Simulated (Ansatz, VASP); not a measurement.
# Cross-check of Li14Br5Cl9 between VASP and Ansatz, part 2 of 2

Wanted: the spread between two codes on one cell, functional and k mesh. The structure shown is frame 29 of Ansatz's trajectory.

VASP 6.6.1 and Ansatz 0.2.0.

So far: The structure; Ansatz: dynamics, PBE.

## Step 3: VASP: single point, PBE

Level of this step: PBE; plane waves and PAW (Li_sv, Br, Cl) (VASP).

The same cell, functional, mesh and smearing now go to VASP, with its own data sets.

Lines of VASP's logs that name or quote its potential files are left out, and so is its time.

INCAR

```
SYSTEM = Li14Br5Cl9
PREC = Accurate
ENCUT = 650
EDIFF = 1E-06
NELM = 120
ISMEAR = -1
SIGMA = 0.025
LREAL = Auto
ALGO = Normal
GGA = PE
NBANDS = 184
LORBIT = 11
LWAVE = .FALSE.
LCHARG = .FALSE.
ISIF = 2
LASPH = .TRUE.
GGA_COMPAT = .FALSE.
EFERMI = MIDGAP
KPAR = 2
```

POSCAR

```
Li14Br5Cl9
1.0
    7.4476700000      0.0000000000      0.0000000000
    0.0000000000      5.2663000000      0.0000000000
    1.2413000000      0.0000000000     26.2668600000
Li Br Cl
28 10 18
Direct
    0.8452983726      0.0722898430      0.9689814466
    0.9785972331      0.0306477033      0.1275523607
    0.9591352284      0.9389704347      0.2895169046
    0.9006097913      0.0032660502      0.4266136112
    0.8935865886      0.0412433777      0.5637331603
    0.9071533807      0.9575413478      0.6933223080
    0.8644111980      0.0760875757      0.8405306154
    0.3523516707      0.0204697795      0.9770410319
    0.4521708637      0.0045003133      0.1533719676
    0.4459809400      0.0213622467      0.2891171613
    0.4280236411      0.9485027439      0.4412480213
    0.4345163292      0.9495281317      0.5633334171
    0.3752948762      0.0517630974      0.7056534355
    0.3617412293      0.9744982246      0.8529531128
    0.2253304539      0.4991360158      0.0903191322
    0.1662374611      0.5701915956      0.2120504697
    0.1819517620      0.5188082715      0.3455114163
    0.1483128158      0.4557469191      0.4965077668
    0.1457887367      0.5300875377      0.6515053569
    0.1111857190      0.5360689668      0.7745311012
    0.1460616681      0.4295045858      0.9120123228
    0.6909785305      0.4272639234      0.0780793745
    0.7140336995      0.4616144162      0.1981089479
    0.7096050671      0.5450885821      0.3492271250
    0.6229938214      0.4750394015      0.4880750878
    0.6953537898      0.4144275867      0.6252593572
    0.6269516041      0.4733304217      0.7797239563
    0.6893461009      0.5596338986      0.9278802263
    0.7545023962      0.0024685263      0.0710667358
    0.2462780780      0.9918728519      0.0699284193
    0.1975793988      0.0074815335      0.3554288560
    0.9067028031      0.4895847179      0.4288864371
    0.4597984470      0.4839450848      0.1401537907
    0.4570676009      0.5135294229      0.2899471045
    0.4268345887      0.5108899987      0.4223611044
    0.3870955134      0.4885973074      0.7038108095
    0.3530681205      0.5006930862      0.8460204227
    0.3287375055      0.5011488142      0.9896653045
    0.6804131453      0.0095323092      0.2171976399
    0.6975085188      0.0044623360      0.3621902275
    0.6656159835      0.0253308775      0.4938466189
    0.6337601888      0.0321857851      0.6402668610
    0.6320312340      0.0069118736      0.7845322966
    0.6115022544      0.0037217781      0.9260718639
    0.2042102007      0.9811442569      0.2104324613
    0.1784672565      0.9969048478      0.4919316584
    0.1429792199      0.9761692270      0.6354128358
    0.1259193890      0.0292805195      0.7858647741
    0.1299349724      0.9950439588      0.9188650642
    0.9563613948      0.4742988436      0.1425408290
    0.9507509339      0.4849514840      0.2899547186
    0.9203720063      0.4652222623      0.5660783207
    0.8663746386      0.5343789758      0.7101648237
    0.8471557942      0.5020792587      0.8472272666
    0.8282702501      0.5377399692      0.9944546093
    0.4331641441      0.4782105083      0.5649209689
```

KPOINTS

```
Automatic mesh
0
Gamma
1 2 1
0 0 0
```

Potentials, in the order of the species: Li_sv, Br and Cl (PBE family, release 64).

Command:

```console
$ mpirun -np 8 vasp_std
```

Numbers of over 12 decimals in the logs are rounded to 6 here.

The log of the run:

```text
[banner, memory and clock lines left out]
running    8 mpi-ranks, on    1 nodes
[...]
|                                                                             |
|           W    W    AA    RRRRR   N    N  II  N    N   GGGG   !!!           |
|           W    W   A  A   R    R  NN   N  II  NN   N  G    G  !!!           |
|           W    W  A    A  R    R  N N  N  II  N N  N  G       !!!           |
|           W WW W  AAAAAA  RRRRR   N  N N  II  N  N N  G  GGG   !            |
|           WW  WW  A    A  R   R   N   NN  II  N   NN  G    G                |
|           W    W  A    A  R    R  N    N  II  N    N   GGGG   !!!           |
|                                                                             |
|     For optimal performance we recommend to set                             |
|       NCORE = 2 up to number-of-cores-per-socket                            |
|     NCORE specifies how many cores store one orbital (NPAR=cpu/NCORE).      |
|     This setting can greatly improve the performance of VASP for DFT.       |
|     The default, NCORE=1 might be grossly inefficient on modern             |
|     multi-core architectures or massively parallel machines. Do your        |
|     Unfortunately you need to use the default for GW and RPA                |
|     calculations (for HF NCORE is supported but not extensively tested      |
|     yet).                                                                   |
|                                                                             |

 LDA part: xc-table for (Slater+PW92), standard interpolation
 POSCAR, INCAR and KPOINTS ok, starting setup
[...]
entering main loop
       N       E                     dE             d eps       ncg     rms          rms(c)
DAV:   1     0.285575773488E+04    0.28558E+04   -0.12793E+05   736   0.175E+03
DAV:   2     0.250611642610E+03   -0.26051E+04   -0.24123E+04   856   0.410E+02
DAV:   3    -0.145608075047E+03   -0.39622E+03   -0.39357E+03   968   0.149E+02
DAV:   4    -0.187267914714E+03   -0.41660E+02   -0.41401E+02  1216   0.454E+01
[...]
DAV:  15    -0.192166513952E+03   -0.50494E-06   -0.10966E-04   944   0.301E-02    0.207E-02
DAV:  16    -0.192166519158E+03   -0.52065E-05   -0.68270E-05   920   0.137E-02    0.917E-03
DAV:  17    -0.192166519296E+03   -0.13815E-06   -0.56066E-06   912   0.406E-03
   1 F= -.19216652E+03 E0= -.19216652E+03  d E =0.000000E+00
```

OUTCAR, selected parts (step 3):

```text
  Total       37.1222535     18.5848616     13.7354972     -0.3590424      0.4400880      1.4324901
  in kB       57.7312198     28.9025215     21.3609609     -0.5583701      0.6844093      2.2277580
  external PRESSURE =      35.9982341 kB  Pullay stress =       0.0000000 kB

 POSITION                                       TOTAL-FORCE (eV/Angst)
 -----------------------------------------------------------------------------------
      7.49830      0.38070     25.45210         0.552734      0.002119      0.790140
      7.44660      0.16140      3.35040         0.329758     -0.139004      0.355429
      7.50270      4.94490      7.60470        -0.208714      0.335680     -0.013844
      7.23700      0.01720     11.20580         0.209443     -0.089438     -0.081357
      7.35490      0.21720     14.80750         0.139311     -0.465094     -0.152056
      7.61680      5.04270     18.21140        -0.405193      0.274617      0.360113
      7.48120      0.40070     22.07810        -0.041623     -0.435882     -0.021283
      3.83700      0.10780     25.66380        -0.023285     -0.087571      0.307325
      3.55800      0.02370      4.02860         0.176658     -0.161174     -0.217113
      3.68040      0.11250      7.59420         0.281182     -0.059971     -0.155800
      3.73550      4.99510     11.59020         0.073965      0.481134     -0.521976
      3.93540      5.00050     14.79700        -0.153650      0.083391      0.011997
      3.67100      0.27260     18.53530         0.048075     -0.742493      0.169834
      3.75290      5.13200     22.40440         0.165884      0.192214     -0.222291
[...]
-----------------------------------------------------------------------------------
    total drift:                                0.005319      0.003565      0.027202

  FREE ENERGIE OF THE ION-ELECTRON SYSTEM (eV)
  ---------------------------------------------------
  free  energy   TOTEN  =      -192.1665192965 eV

  energy  without entropy=     -192.1665192965  energy(sigma->0) =     -192.16651930

[... 3 further parts left out ...]
[key lines of the parts left out:]
E-fermi :   3.6548
```

The run ends at a pressure of 3.60 GPa, with forces up to 1.2 eV/Å.

## Step 4: Differences

Known differences besides the potentials themselves: the cutoff is 420 eV in Ansatz and 650 eV in VASP (PREC = Accurate, projectors in real space). Total energies have different zeros and are not compared.

Forces on 7 of the 56 atoms, those with the largest forces and the largest differences (eV/Å; atoms numbered as in POSCAR):

| atom | Ansatz x, y, z | VASP x, y, z |
| --- | --- | --- |
| Li15 | -0.675, 0.029, -1.025 | -0.683, 0.030, -1.031 |
| Li22 | 0.444, 0.634, -0.642 | 0.446, 0.644, -0.644 |
| Li26 | -0.325, 1.061, 0.068 | -0.321, 1.080, 0.067 |
| Li28 | -0.869, 0.043, -0.565 | -0.879, 0.047, -0.585 |
| Br33 | 0.335, 0.300, 0.897 | 0.341, 0.301, 0.908 |
| Cl42 | 0.297, -1.167, -0.064 | 0.290, -1.190, -0.055 |
| Cl55 | 0.795, -0.541, 0.099 | 0.805, -0.544, 0.121 |

The forces differ by 4.9 meV/Å r.m.s., which is 1.3 % of the r.m.s. force of 0.376 eV/Å (both taken over all components).

## Step 5: Results

| Property | Result |
| --- | --- |
| r.m.s. force difference (single point, PBE) | 1.3 % of the r.m.s. force |

The r.m.s. force difference is 1.3 % of the r.m.s. force (single point, PBE), within the 3 % picked in this series as the mark of a large difference. 2 further runs of this series are not shown here. How closely two codes agree says nothing of how well the functional describes the real material.

[Lines on the potential files, build, host, timing and source positions are cut from VASP's logs without a mark.]

[Logs are printed without paths, hosts, clocks, repeated set-up lines and the standing remarks that a program may print on its own settings, such as how far it seeks lower states.]

[Hosts, paths, dates, database ids (printed as entryN), source tags and the programs' standing remarks are cut or masked in the printed files.]
